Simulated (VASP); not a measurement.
HgSe, 2 atoms in the cell. Symmetry: F-43m, No. 216, cubic system. The conventional cell has a = 6.078 Å, b = 6.078 Å, c = 6.078 Å, α = 90.00°, β = 90.00°, γ = 90.00°. Hg (site symmetry -43m) has 4 Se at 2.63 Å as nearest neighbours. Se (site symmetry -43m) is surrounded by 4 Hg at 2.63 Å. 

* Program: VASP 6.6.1
* Task: band structure
* Functional: HSE06
* Potentials or basis: VASP PAW PBE potentials, release 64 (Hg, Se)
* Cutoff: 520 eV
* k mesh: 4 × 4 × 4
* Occupations: fermi-dirac, width 0.05 eV
* Spin: no spin polarisation
* Grid for exact exchange (PRECFOCK): Normal
* Screening parameter: 0.2 1/A
* Further INCAR settings: ALGO = Normal; EDIFF = 1e-06; NBANDS = 16

Potentials or basis: VASP PAW PBE potentials, release 64 (Hg, Se).

The run is started by

```bash
$ cat potpaw_PBE.64/Hg/POTCAR potpaw_PBE.64/Se/POTCAR > POTCAR
$ cp INCAR.step1 INCAR
$ mpirun -np 1 vasp_std > vasp.out
$ cp INCAR.step2 INCAR
$ mpirun -np 1 vasp_std > vasp.out
```

Hardware: 1 thread of Intel(R) Xeon(R) Platinum 8259CL CPU @ 2.50GHz (Skylake/Cascade Lake), with other jobs on the host.

Task: How long does it take, and how much memory?

Result: Wall time 55 min on 1 thread of Intel(R) Xeon(R) Platinum 8259CL CPU @ 2.50GHz (Skylake/Cascade Lake), on a shared host, peak memory 0.3 GiB. Counts: scf iterations 100, k points 8.
